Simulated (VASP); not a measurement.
**LiCl in VASP 6.6.1, single-point calculation**

INCAR

```
NELM = 100
LCHARG = .FALSE.
LWAVE = .FALSE.
SIGMA = 0.02
NBANDS = 18
LREAL = .FALSE.
LASPH = .TRUE.
EDIFF = 1E-5
ENCUT = 520
ISIF = 2
GGA = PE
PREC = Accurate
ISMEAR = -1
IVDW = 11
IBRION = -1
NSW = 0
```

KPOINTS

```
KPOINTS created by Atomic Simulation Environment
0
Monkhorst-Pack
12 12 4
0 0 0
```

POSCAR

```
Li Cl
 1.0000000000000000
     4.0966042671729026    0.0000000000000000    0.0000000000000000
    -2.0483021335864513    3.5477633646234672    0.0000000000000000
     0.0000000000000000    0.0000000000000000    5.8376248046999999
 Li  Cl
   2   2
Cartesian
  2.0483021335864504  1.1825877882078224  5.2124703457749808
 -0.0000000000000001  2.3651755764156448  2.2936579434249809
  2.0483021335864504  1.1825877882078224  2.8142695983123240
 -0.0000000000000001  2.3651755764156448  5.7330820006623240
```

The recommended PBE PAW datasets give the neutral cell 20 valence electrons.

Command

```
mpirun -np 1 vasp_std
```

OSZICAR

```
N       E                     dE             d eps       ncg     rms          rms(c)
DAV:   1     0.132575700649E+03    0.13258E+03   -0.87979E+03  3024   0.106E+03
DAV:   2     0.685720781744E+00   -0.13189E+03   -0.12682E+03  3736   0.234E+02
DAV:   3    -0.145389288502E+02   -0.15225E+02   -0.15152E+02  5224   0.688E+01
DAV:   4    -0.150352505478E+02   -0.49632E+00   -0.49418E+00  4580   0.138E+01
DAV:   5    -0.150699912164E+02   -0.34741E-01   -0.34731E-01  4612   0.287E+00    0.329E+00
DAV:   6    -0.148058682310E+02    0.26412E+00   -0.44910E-01  3526   0.317E+00    0.243E+00
DAV:   7    -0.148088861014E+02   -0.30179E-02   -0.15322E-01  4246   0.184E+00    0.147E+00
DAV:   8    -0.148321028672E+02   -0.23217E-01   -0.29386E-02  3380   0.109E+00    0.295E-01
DAV:   9    -0.148322073914E+02   -0.10452E-03   -0.13205E-03  4510   0.233E-01    0.952E-02
DAV:  10    -0.148335017188E+02   -0.12943E-02   -0.14465E-03  3240   0.222E-01    0.294E-02
DAV:  11    -0.148335172640E+02   -0.15545E-04   -0.30195E-05  4252   0.370E-02    0.940E-03
DAV:  12    -0.148335267866E+02   -0.95227E-05   -0.65585E-06  2812   0.167E-02
   1 F= -.15383179E+02 E0= -.15383179E+02  d E =-.381801E-13
```

From OUTCAR

```
k-points           NKPTS =     84   k-points in BZ     NKDIM =     84   number of bands    NBANDS=     18

   NELECT =      20.0000    total number of electrons

   dimension x,y,z NGX =    30 NGY =   30 NGZ =   48
   dimension x,y,z NGXF=    60 NGYF=   60 NGZF=   96

  energy-cutoff  :      520.00
  volume of cell :       84.84
      direct lattice vectors                 reciprocal lattice vectors
     4.096604267  0.000000000  0.000000000     0.244104613  0.140933864  0.000000000
    -2.048302134  3.547763365  0.000000000     0.000000000  0.281867728  0.000000000
     0.000000000  0.000000000  5.837624805     0.000000000  0.000000000  0.171302547

 k-points in reciprocal lattice and weights: KPOINTS created by Atomic Simulation Env
   0.04166667  0.04166667  0.12500000       0.007
   0.12500000  0.04166667  0.12500000       0.014
   0.20833333  0.04166667  0.12500000       0.014
   0.29166667  0.04166667  0.12500000       0.014
   0.37500000  0.04166667  0.12500000       0.014
   0.45833333  0.04166667  0.12500000       0.014
  -0.45833333  0.04166667  0.12500000       0.014
  -0.37500000  0.04166667  0.12500000       0.014
   ...

 E-fermi :  -0.6010

 k-point     1 :       0.0417    0.0417    0.1250
  band No.  band energies     occupation
      1     -44.3445      2.00000
      2     -44.3428      2.00000
      3     -13.9789      2.00000
      4     -13.5928      2.00000
      5      -3.2134      2.00000
      6      -1.9438      2.00000
      7      -1.9250      2.00000
      8      -1.5413      2.00000
      9      -1.4651      2.00000
     10      -1.1516      2.00000
     11       4.8129      0.00000
     12       6.9141      0.00000
     13       8.1886      0.00000
     14       8.3039      0.00000
     15       9.0422      0.00000
     16       9.2816      0.00000
     17       9.8793      0.00000
     18      10.1152      0.00000

 k-point     2 :       0.1250    0.0417    0.1250
  band No.  band energies     occupation
      1     -44.3443      2.00000
      2     -44.3428      2.00000
      3     -13.9490      2.00000
      4     -13.5912      2.00000
      5      -3.1390      2.00000
      6      -2.0991      2.00000
      7      -2.0223      2.00000
      8      -1.7444      2.00000
      9      -1.4921      2.00000
     10      -1.1848      2.00000
     11       5.1310      0.00000
     12       7.1681      0.00000
     13       8.1567      0.00000
     14       8.5389      0.00000
     15       8.7625      0.00000
     16       9.5585      0.00000
     17       9.8112      0.00000
     18      10.0238      0.00000

 k-point     3 :       0.2083    0.0417    0.1250
  band No.  band energies     occupation
      1     -44.3441      2.00000
      2     -44.3428      2.00000
      3     -13.9003      2.00000
      4     -13.5913      2.00000
      5      -3.0241      2.00000
      6      -2.3427      2.00000
      7      -2.1487      2.00000
      8      -1.9814      2.00000
      9      -1.5356      2.00000
     10      -1.2756      2.00000
     11       5.5818      0.00000
     12       7.3550      0.00000
     13       8.2274      0.00000
     14       8.3869      0.00000
     15       9.0216      0.00000
     16       9.4441      0.00000
     17      10.0044      0.00000
     18      10.2006      0.00000

 ...

  Total      -1.17873    -1.17873    -0.24745     0.00000     0.00000     0.00000
  in kB     -22.25919   -22.25919    -4.67292     0.00000     0.00000     0.00000
  external pressure =      -16.40 kB  Pullay stress =        0.00 kB

 POSITION                                       TOTAL-FORCE (eV/Angst)
 -----------------------------------------------------------------------------------
      2.04830      1.18259      5.21247        -0.000000      0.000000     -0.005415
      0.00000      2.36518      2.29366         0.000000      0.000000     -0.005415
      2.04830      1.18259      2.81427         0.000000      0.000000      0.005415
      0.00000      2.36518      5.73308         0.000000     -0.000000      0.005415
 -----------------------------------------------------------------------------------
    total drift:                                0.000000      0.000001      0.000210

  FREE ENERGIE OF THE ION-ELECTRON SYSTEM (eV)
  ---------------------------------------------------
  free  energy   TOTEN  =       -15.3831786847 eV

  energy  without entropy=      -15.3831786847  energy(sigma->0) =      -15.38317868
```

It converged. Results: gap between bands v and c on the k mesh 5.89 eV; least direct gap on the k mesh 5.89 eV; pressure -1.6 GPa. Band v is the last that the valence electrons fill when counted band by band, and c is the next.

The shifted mesh misses Γ, so a band edge there is missed.

For comparison, a separate PBE run of the intended cell, on usual settings and not on those above, gives a gap of 5.63 eV on its mesh and a pressure of -0.5 GPa.

The run above took about 89 s on one core of a shared host (Intel Xeon Platinum 8488C) and held 0.24 GiB at most.
